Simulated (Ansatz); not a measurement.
Input, command and steps of an Ansatz relaxation.

```yaml
crystal:
  lattice:
    - [4.459415207, 0.0, 0.0]
    - [0.0, 4.459415207, 0.0]
    - [0.0, 0.0, 2.9033802601]
  atoms:
    - { symbol: Ti, position: [0.5, 0.5, 0.0] }
    - { symbol: Ti, position: [0.0, 0.0, 0.5] }
    - { symbol: O, position: [0.696173249, 0.696173249, 0.5] }
    - { symbol: O, position: [0.803826751, 0.196173249, 0.0] }
    - { symbol: O, position: [0.196173249, 0.803826751, 0.0] }
    - { symbol: O, position: [0.303826751, 0.303826751, 0.5] }
basis:
  ecutwfc: 500
kpoints:
  mp_grid: { grid: [6, 6, 8] }
hamiltonian:
  xc: r2scan
  hubbard: { sites: [{ species: Ti, l: d, u_eff: 4.0 }] }
scf:
  occupations: { method: gaussian, width: 0.02 }
output:
  forces: true
  stress: true
  eigenvalues: true
relax:
  adjacent_minimum: "off"
  f_tol: 0.008
  max_steps: 40
```

```bash
ansatz run input.yaml --threads 1 --pin off --max-ram 2560MiB --backend cpu --events-out ev --progress --plain --runs-dir out
```

All numbers below come from DFT r2SCAN+U, scalar-relativistic, plane waves, PAW in Ansatz.

Of 4 frames 3 are shown, positions in Å and forces in eV/Å; the SCF threshold varies from step to step.

```xyz
6
Lattice="4.4594 0.0000 0.0000 0.0000 4.4594 0.0000 0.0000 0.0000 2.9034" Properties=species:S:1:pos:R:3:forces:R:3 pbc="T T T" step=1 free_energy_over_end_meV_per_atom=0.51
Ti    2.2297    2.2297    0.0000    0.0000    0.0000    0.0000
Ti    0.0000    0.0000    1.4517    0.0000    0.0000    0.0000
O     3.1045    3.1045    1.4517    0.1514    0.1514    0.0000
O     3.5846    0.8748    0.0000   -0.1514    0.1514    0.0000
O     0.8748    3.5846    0.0000    0.1514   -0.1514    0.0000
O     1.3549    1.3549    1.4517   -0.1514   -0.1514    0.0000
6
Lattice="4.4594 0.0000 0.0000 0.0000 4.4594 0.0000 0.0000 0.0000 2.9034" Properties=species:S:1:pos:R:3:forces:R:3 pbc="T T T" step=2 free_energy_over_end_meV_per_atom=0.13
Ti    2.2297    2.2297    0.0000    0.0000    0.0000    0.0000
Ti    0.0000    0.0000    1.4517    0.0000    0.0000    0.0000
O     3.1070    3.1070    1.4517    0.0766    0.0766    0.0000
O     3.5821    0.8773    0.0000   -0.0766    0.0766    0.0000
O     0.8773    3.5821    0.0000    0.0766   -0.0766    0.0000
O     1.3524    1.3524    1.4517   -0.0766   -0.0766    0.0000
6
Lattice="4.4594 0.0000 0.0000 0.0000 4.4594 0.0000 0.0000 0.0000 2.9034" Properties=species:S:1:pos:R:3:forces:R:3 pbc="T T T" step=4 free_energy_over_end_meV_per_atom=0.00
Ti    2.2297    2.2297    0.0000    0.0000    0.0000    0.0000
Ti    0.0000    0.0000    1.4517    0.0000    0.0000    0.0000
O     3.1096    3.1096    1.4517    0.0007    0.0007    0.0000
O     3.5795    0.8799    0.0000   -0.0007    0.0007    0.0000
O     0.8799    3.5795    0.0000    0.0007   -0.0007    0.0000
O     1.3498    1.3498    1.4517   -0.0007   -0.0007    0.0000
```

It took 110 s on 1 thread of Intel(R) Xeon(R) Processor @ 2.50GHz (Skylake/Cascade Lake) (shared host), peak memory 0.65 GiB.